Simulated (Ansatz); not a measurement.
# ZrC under changes of volume

One of the cells (13.228 Å³/atom); the others are scaled copies at fixed shape and fractional positions:

```xyz
2
Lattice="0.0000 2.3650 2.3650 2.3650 0.0000 2.3650 2.3650 2.3650 0.0000" Properties=species:S:1:pos:R:3 pbc="T T T"
Zr    2.3650    2.3650    2.3650
C     0.0000    0.0000    0.0000
```

| Item | Value |
| --- | --- |
| Program | Ansatz 0.2.0 |
| Functional | LDA |
| Potentials or basis | all-electron LAPW, scalar-relativistic |
| Cutoff | 253 eV (chosen from the basis error) |
| Basis error allowed | 0.001 eV/atom |
| k mesh | 10 × 10 × 10 |
| Occupations | fermi-dirac, width 0.05 eV |
| Spin | no spin polarisation |

```csv
volume (Å³/atom),energy over the lowest point (meV/atom),pressure (GPa)
12.434,0.00,1.4
12.699,2.02,-3.7
12.963,12.03,-8.3
13.228,29.20,-12.4
13.493,52.81,-16.1
13.757,?,?
14.022,116.81,-22.4
```

Problem. What does the run at 13.757 Å³/atom give?

Solution. Energy over the lowest point 82.21 meV/atom; pressure -19.4 GPa.

Worked out: A Birch-Murnaghan fit of order 3 (a polynomial in V^(-2/3)) to the other rows has its minimum at 12.50 Å³/atom with B0 = V·E''(V) = 246 GPa and B' = 4.0. It gives 82.15 meV/atom at 13.757 Å³/atom, against the run's 82.21, and -dE/dV = -19.4 GPa, against -19.4.

Energies are extrapolated to zero smearing.
